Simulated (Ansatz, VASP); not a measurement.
# Cross-check of AlN (AlN (P6_3mc)) between VASP and Ansatz

Wanted: the spread between two codes on one cell, functional and k mesh. Of the first pair: The cell is taken from a series of runs on this material, whose earlier steps may have relaxed, scaled, displaced or heated it; both programs get it as it stands.

Program: Ansatz 0.2.0. Level of theory: plane waves, with VASP 6.6.1 beside it; single point at PBE. Results are calculated unless marked as measured.

### Step 1. The starting structure

It takes space group P6_3mc (No. 186, hexagonal). The conventional cell has a = 3.130 Å, b = 3.130 Å, c = 5.018 Å, α = 90.00°, β = 90.00°, γ = 120.00°. Nearest to Al lie 4 N at 1.90 to 1.91 Å. Nearest to N lie 4 Al at 1.90 to 1.91 Å. Farther neighbours and most contacts between anions are not listed.

As a file:

```cif
data_structure
_symmetry_space_group_name_H-M 'P6_3mc'
_symmetry_Int_Tables_number 186
_cell_length_a 3.1302
_cell_length_b 3.1302
_cell_length_c 5.0180
_cell_angle_alpha 90.000
_cell_angle_beta 90.000
_cell_angle_gamma 120.000
_cell_volume 42.58
loop_
_atom_site_label
_atom_site_type_symbol
_atom_site_symmetry_multiplicity
_atom_site_Wyckoff_symbol
_atom_site_fract_x
_atom_site_fract_y
_atom_site_fract_z
_atom_site_occupancy
Al1 Al 2 b 0.66667 0.33333 0.50278 1
N1 N 2 b 0.33333 0.66667 0.62122 1
```

### Step 2. VASP: single point, PBE, pair 1

With cell and atoms fixed, the geometry can't cause a difference; cores, projectors, grids and the points listed under the comparison can.

Lines of VASP's logs that name or quote its potential files are left out, and so is its time.

INCAR

```
SYSTEM = AlN
PREC = Accurate
ENCUT = 520
EDIFF = 1E-06
NELM = 120
ISMEAR = -1
SIGMA = 0.01
LREAL = .FALSE.
ALGO = Normal
GGA = PE
NBANDS = 72
LORBIT = 11
LWAVE = .FALSE.
LCHARG = .FALSE.
ISIF = 2
LASPH = .TRUE.
GGA_COMPAT = .FALSE.
EFERMI = MIDGAP
KPAR = 2
```

POSCAR

```
AlN
1.0
    4.6953393199      2.7108554203      0.0000000000
   -4.6953393197      2.7108554200      0.0000000000
    0.0000000000      0.0000000000     10.0359608200
Al N
12 12
Direct
    0.0000000000      0.3333333333      0.2486112250
    0.3333333333      1.0000000000      0.2486112250
    0.6666666667      0.6666666667      0.2486112250
    0.0000000000      0.6666666667      0.4986112250
    0.3333333333      0.3333333333      0.4986112250
    0.6666666667      1.0000000000      0.4986112250
    0.0000000000      0.3333333333      0.7486112250
    0.3333333333      1.0000000000      0.7486112250
    0.6666666667      0.6666666667      0.7486112250
    0.0000000000      0.6666666667      0.9986112250
    0.3333333333      0.3333333333      0.9986112250
    0.6666666667      1.0000000000      0.9986112250
    0.0000000000      0.6666666667      0.1893887750
    0.3333333333      0.3333333333      0.1893887750
    0.6666666667      1.0000000000      0.1893887750
    0.0000000000      0.3333333333      0.4393887750
    0.3333333333      1.0000000000      0.4393887750
    0.6666666667      0.6666666667      0.4393887750
    0.0000000000      0.6666666667      0.6893887750
    0.3333333333      0.3333333333      0.6893887750
    0.6666666667      1.0000000000      0.6893887750
    0.0000000000      0.3333333333      0.9393887750
    0.3333333333      1.0000000000      0.9393887750
    0.6666666667      0.6666666667      0.9393887750
```

KPOINTS

```
Automatic mesh
0
Gamma
2 2 1
0 0 0
```

PAW data sets: Al and N (PBE family, release 64).

Launch:

```sh
mpirun -np 8 vasp_std
```

Numbers of over 12 decimals in the logs are rounded to 6 here.

Log:

```text
[banner, memory and clock lines left out]
running    8 mpi-ranks, on    1 nodes
 distrk:  each k-point on    4 cores,    2 groups
 distr:  one band on    1 cores,    4 groups

 POSCAR found type information on POSCAR AlN
 POSCAR found :  2 types and      24 ions
|                                                                             |
|           W    W    AA    RRRRR   N    N  II  N    N   GGGG   !!!           |
|           W    W   A  A   R    R  NN   N  II  NN   N  G    G  !!!           |
|           W    W  A    A  R    R  N N  N  II  N N  N  G       !!!           |
|           W WW W  AAAAAA  RRRRR   N  N N  II  N  N N  G  GGG   !            |
|           WW  WW  A    A  R   R   N   NN  II  N   NN  G    G                |
|           W    W  A    A  R    R  N    N  II  N    N   GGGG   !!!           |
|                                                                             |
|     For optimal performance we recommend to set                             |
|       NCORE = 2 up to number-of-cores-per-socket                            |
|     NCORE specifies how many cores store one orbital (NPAR=cpu/NCORE).      |
|     This setting can greatly improve the performance of VASP for DFT.       |
|     The default, NCORE=1 might be grossly inefficient on modern             |
|     multi-core architectures or massively parallel machines. Do your        |
|     Unfortunately you need to use the default for GW and RPA                |
|     calculations (for HF NCORE is supported but not extensively tested      |
|     yet).                                                                   |
|                                                                             |

|                                                                             |
|               ----> ADVICE to this user running VASP <----                  |
|                                                                             |
|     You have a (more or less) 'large supercell' and for larger cells it     |
|     might be more efficient to use real-space projection operators.         |
|     Therefore, try LREAL= Auto in the INCAR file.                           |
|     Mind: For very accurate calculation, you might also keep the            |
|     reciprocal projection scheme (i.e. LREAL=.FALSE.).                      |
|                                                                             |

 LDA part: xc-table for (Slater+PW92), standard interpolation
 POSCAR, INCAR and KPOINTS ok, starting setup
 FFT: planning ... GRIDC
 FFT: planning ... GRID_SOFT
 FFT: planning ... GRID
 WAVECAR not read
 entering main loop
       N       E                     dE             d eps       ncg     rms          rms(c)
DAV:   1     0.376849258523E+03    0.37685E+03   -0.44273E+04   288   0.121E+03
DAV:   2    -0.167036209560E+03   -0.54389E+03   -0.51059E+03   368   0.249E+02
DAV:   3    -0.206217019188E+03   -0.39181E+02   -0.38905E+02   360   0.692E+01
DAV:   4    -0.206693299887E+03   -0.47628E+00   -0.47527E+00   344   0.841E+00
DAV:   5    -0.206701049168E+03   -0.77493E-02   -0.77480E-02   336   0.105E+00    0.296E+01
DAV:   6    -0.178532687620E+03    0.28168E+02   -0.10233E+02   352   0.315E+01    0.103E+01
DAV:   7    -0.178630344156E+03   -0.97657E-01   -0.36439E+00   304   0.627E+00    0.714E+00
DAV:   8    -0.178577011819E+03    0.53332E-01   -0.33983E-01   328   0.261E+00    0.100E+00
DAV:   9    -0.178560812180E+03    0.16200E-01   -0.81328E-02   344   0.865E-01    0.526E-01
DAV:  10    -0.178564867121E+03   -0.40549E-02   -0.15380E-02   328   0.375E-01    0.289E-01
DAV:  11    -0.178564338708E+03    0.52841E-03   -0.18846E-03   336   0.139E-01    0.643E-02
DAV:  12    -0.178564358676E+03   -0.19968E-04   -0.54663E-05   320   0.305E-02    0.211E-02
DAV:  13    -0.178564357270E+03    0.14059E-05   -0.37380E-05   344   0.193E-02    0.123E-02
DAV:  14    -0.178564357410E+03   -0.13975E-06   -0.18699E-06   216   0.550E-03
   1 F= -.17856436E+03 E0= -.17856436E+03  d E =0.000000E+00
```

From OUTCAR (step 2):

```text
ion  position               nearest neighbor table
   1  0.000  0.333  0.249-  15 1.90  14 1.90  13 1.90  16 1.91   6 3.09  12 3.09  11 3.09   5 3.09
                             4 3.09  10 3.09   3 3.13   2 3.13   2 3.13   3 3.13   3 3.13   2 3.13
   2  0.333  0.000  0.249-  14 1.90  13 1.90  15 1.90  17 1.91   5 3.09  11 3.09  10 3.09   4 3.09
                             6 3.09  12 3.09   1 3.13   3 3.13   1 3.13   3 3.13   3 3.13   1 3.13
   3  0.667  0.667  0.249-  15 1.90  13 1.90  14 1.90  18 1.91   6 3.09  12 3.09  10 3.09   4 3.09
                            11 3.09   5 3.09   1 3.13   2 3.13   2 3.13   2 3.13   1 3.13   1 3.13
   4  0.000  0.667  0.499-  17 1.90  18 1.90  16 1.90  19 1.91   2 3.09   8 3.09   3 3.09   9 3.09
                             1 3.09   7 3.09   5 3.13   6 3.13   6 3.13   5 3.13   6 3.13   5 3.13
   5  0.333  0.333  0.499-  17 1.90  16 1.90  18 1.90  20 1.91   2 3.09   8 3.09   7 3.09   1 3.09
                             3 3.09   9 3.09   4 3.13   6 3.13   6 3.13   6 3.13   4 3.13   4 3.13
   6  0.667  0.000  0.499-  18 1.90  16 1.90  17 1.90  21 1.91   3 3.09   9 3.09   7 3.09   1 3.09
                             8 3.09   2 3.09   4 3.13   5 3.13   4 3.13   5 3.13   5 3.13   4 3.13
   7  0.000  0.333  0.749-  21 1.90  20 1.90  19 1.90  22 1.91   6 3.09  12 3.09  11 3.09   5 3.09
                             4 3.09  10 3.09   9 3.13   8 3.13   8 3.13   9 3.13   9 3.13   8 3.13
   8  0.333  0.000  0.749-  20 1.90  19 1.90  21 1.90  23 1.91   5 3.09  11 3.09  10 3.09   4 3.09
                             6 3.09  12 3.09   7 3.13   9 3.13   7 3.13   9 3.13   9 3.13   7 3.13
   9  0.667  0.667  0.749-  21 1.90  19 1.90  20 1.90  24 1.91   6 3.09  12 3.09  10 3.09   4 3.09
                            11 3.09   5 3.09   7 3.13   8 3.13   8 3.13   7 3.13   8 3.13   7 3.13
  10  0.000  0.667  0.999-  23 1.90  24 1.90  22 1.90  13 1.91   2 3.09   8 3.09   3 3.09   9 3.09
                             1 3.09   7 3.09  11 3.13  12 3.13  12 3.13  11 3.13  12 3.13  11 3.13
  11  0.333  0.333  0.999-  23 1.90  22 1.90  24 1.90  14 1.91   2 3.09   8 3.09   7 3.09   1 3.09
                             3 3.09   9 3.09  10 3.13  12 3.13  12 3.13  10 3.13  12 3.13  10 3.13
  12  0.667  0.000  0.999-  24 1.90  22 1.90  23 1.90  15 1.91   3 3.09   9 3.09   7 3.09   1 3.09
                             8 3.09   2 3.09  10 3.13  11 3.13  10 3.13  11 3.13  11 3.13  10 3.13
  13  0.000  0.667  0.189-   2 1.90   3 1.90   1 1.90  10 1.91
  14  0.333  0.333  0.189-   2 1.90   1 1.90   3 1.90  11 1.91
  15  0.667  0.000  0.189-   3 1.90   1 1.90   2 1.90  12 1.91
  16  0.000  0.333  0.439-   6 1.90   5 1.90   4 1.90   1 1.91
  17  0.333  0.000  0.439-   5 1.90   4 1.90   6 1.90   2 1.91
  18  0.667  0.667  0.439-   6 1.90   4 1.90   5 1.90   3 1.91
  19  0.000  0.667  0.689-   8 1.90   9 1.90   7 1.90   4 1.91
  20  0.333  0.333  0.689-   8 1.90   7 1.90   9 1.90   5 1.91
  21  0.667  0.000  0.689-   9 1.90   7 1.90   8 1.90   6 1.91
  22  0.000  0.333  0.939-  12 1.90  11 1.90  10 1.90   7 1.91
  23  0.333  0.000  0.939-  11 1.90  10 1.90  12 1.90   8 1.91
  24  0.667  0.667  0.939-  12 1.90  10 1.90  11 1.90   9 1.91

  LATTYP: Found a hexagonal cell.
 ALAT       =     5.4217108406
 C/A-ratio  =     1.8510689919

 Subroutine GETGRP returns: Found 12 space group operations
 (whereof  6 operations were pure point group operations)

The static configuration has the point symmetry C_3v.
 The point group associated with its full space group is C_6v.

 Found      2 irreducible k-points:

   k-points           NKPTS =      2   k-points in BZ     NKDIM =      2   number of bands    NBANDS=     72

   dimension x,y,z NGX =    40 NGY =   40 NGZ =   80
   dimension x,y,z NGXF=    80 NGYF=   80 NGZF=  160

   ENCUT  =  520.0 eV  38.22 Ry    6.18 a.u.  10.08 10.08 18.66*2*pi/ulx,y,z

   NELECT =      96.0000    total number of electrons

 k-points in reciprocal lattice and weights: Automatic mesh
   0.00000000  0.00000000  0.00000000       0.250
   0.50000000  0.00000000  0.00000000       0.750

 average (electrostatic) potential at core
       1 -71.9286       2 -71.9286       3 -71.9286       4 -71.9286       5 -71.9286
       6 -71.9286       7 -71.9286       8 -71.9286       9 -71.9286      10 -71.9286
      11 -71.9286      12 -71.9286      13 -60.1388      14 -60.1388      15 -60.1388
      16 -60.1388      17 -60.1388      18 -60.1388      19 -60.1388      20 -60.1388
      21 -60.1388      22 -60.1388      23 -60.1388      24 -60.1388

 E-fermi :   7.9914

 k-point     1 :       0.0000    0.0000    0.0000
  band No.  band energies     occupation
    ...
     44       5.4373      2.00000
     45       5.4373      2.00000
     46       5.7682      2.00000
     47       5.7682      2.00000
     48       5.9703      2.00000
     49      10.0124      0.00000
     50      11.0125      0.00000
     51      11.0125      0.00000
     52      12.2783      0.00000
     53      12.2783      0.00000
    ...

 k-point     2 :       0.5000    0.0000    0.0000
  band No.  band energies     occupation
    ...
     44       5.0879      2.00000
     45       5.0879      2.00000
     46       5.2886      2.00000
     47       5.3870      2.00000
     48       5.3870      2.00000
     49      11.2123      0.00000
     50      11.2123      0.00000
     51      11.7257      0.00000
     52      11.7294      0.00000
     53      12.6025      0.00000
    ...

  Total       -0.5110380     -0.5110380     -0.8161546     -0.0000000      0.0000000      0.0000000
  in kB       -3.2048041     -3.2048041     -5.1182411     -0.0000000      0.0000000      0.0000000
  external PRESSURE =      -3.8426164 kB  Pullay stress =       0.0000000 kB

  energy-cutoff  :      520.00
  volume of cell :      255.48
      direct lattice vectors                 reciprocal lattice vectors
     4.695339320  2.710855420  0.000000000     0.106488576  0.184443625  0.000000000
    -4.695339320  2.710855420  0.000000000    -0.106488576  0.184443625  0.000000000
     0.000000000  0.000000000 10.035960820     0.000000000  0.000000000  0.099641680

 POSITION                                       TOTAL-FORCE (eV/Angst)
 -----------------------------------------------------------------------------------
     -1.56511      0.90362      2.49505         0.000000     -0.000000     -0.008252
      1.56511      0.90362      2.49505        -0.000000     -0.000000     -0.008252
      0.00000      3.61447      2.49505        -0.000000     -0.000000     -0.008252
     -3.13023      1.80724      5.00404         0.000000     -0.000000     -0.008252
      0.00000      1.80724      5.00404         0.000000     -0.000000     -0.008252
      3.13023      1.80724      5.00404         0.000000     -0.000000     -0.008252
     -1.56511      0.90362      7.51303         0.000000     -0.000000     -0.008252
      1.56511      0.90362      7.51303        -0.000000      0.000000     -0.008252
      0.00000      3.61447      7.51303        -0.000000     -0.000000     -0.008252
     -3.13023      1.80724     10.02202         0.000000      0.000000     -0.008252
      0.00000      1.80724     10.02202         0.000000      0.000000     -0.008252
      3.13023      1.80724     10.02202         0.000000     -0.000000     -0.008252
     -3.13023      1.80724      1.90070         0.000000      0.000000      0.008252
      0.00000      1.80724      1.90070         0.000000     -0.000000      0.008252
      3.13023      1.80724      1.90070         0.000000     -0.000000      0.008252
     -1.56511      0.90362      4.40969        -0.000000     -0.000000      0.008252
      1.56511      0.90362      4.40969         0.000000      0.000000      0.008252
      0.00000      3.61447      4.40969         0.000000      0.000000      0.008252
     -3.13023      1.80724      6.91868         0.000000      0.000000      0.008252
      0.00000      1.80724      6.91868         0.000000      0.000000      0.008252
      3.13023      1.80724      6.91868         0.000000     -0.000000      0.008252
     -1.56511      0.90362      9.42767        -0.000000     -0.000000      0.008252
      1.56511      0.90362      9.42767         0.000000     -0.000000      0.008252
      0.00000      3.61447      9.42767         0.000000     -0.000000      0.008252
 -----------------------------------------------------------------------------------
    total drift:                                0.000000      0.000001      0.002072

  FREE ENERGIE OF THE ION-ELECTRON SYSTEM (eV)
  ---------------------------------------------------
  free  energy   TOTEN  =      -178.5643574096 eV

  energy  without entropy=     -178.5643574096  energy(sigma->0) =     -178.56435741

 total charge
# of ion       s       p       d       tot
------------------------------------------
    1        0.365   0.431   0.000   0.796
    2        0.365   0.431   0.000   0.796
    3        0.365   0.431   0.000   0.796
    4        0.365   0.431   0.000   0.796
    5        0.365   0.431   0.000   0.796
    6        0.365   0.431   0.000   0.796
    7        0.365   0.431   0.000   0.796
    8        0.365   0.431   0.000   0.796
    9        0.365   0.431   0.000   0.796
   10        0.365   0.431   0.000   0.796
   11        0.365   0.431   0.000   0.796
   12        0.365   0.431   0.000   0.796
   13        1.220   2.628   0.000   3.848
   14        1.220   2.628   0.000   3.848
   15        1.220   2.628   0.000   3.848
   16        1.220   2.628   0.000   3.848
   17        1.220   2.628   0.000   3.848
   18        1.220   2.628   0.000   3.848
   19        1.220   2.628   0.000   3.848
   20        1.220   2.628   0.000   3.848
   21        1.220   2.628   0.000   3.848
   22        1.220   2.628   0.000   3.848
   23        1.220   2.628   0.000   3.848
   24        1.220   2.628   0.000   3.848
--------------------------------------------------
tot         19.016  36.711   0.000  55.727
```

The run ends at a pressure of -0.38 GPa, with forces up to 0.0083 eV/Å.

(Continued in part 2 of 3.)

[Lines on the potential files, build, host, timing and source positions are cut from VASP's logs without a mark.]

[Logs are printed without paths, hosts, clocks, repeated set-up lines and the standing remarks that a program may print on its own settings, such as how far it seeks lower states.]

[Hosts, paths, dates, database ids (printed as entryN), source tags and the programs' standing remarks are cut or masked in the printed files.]
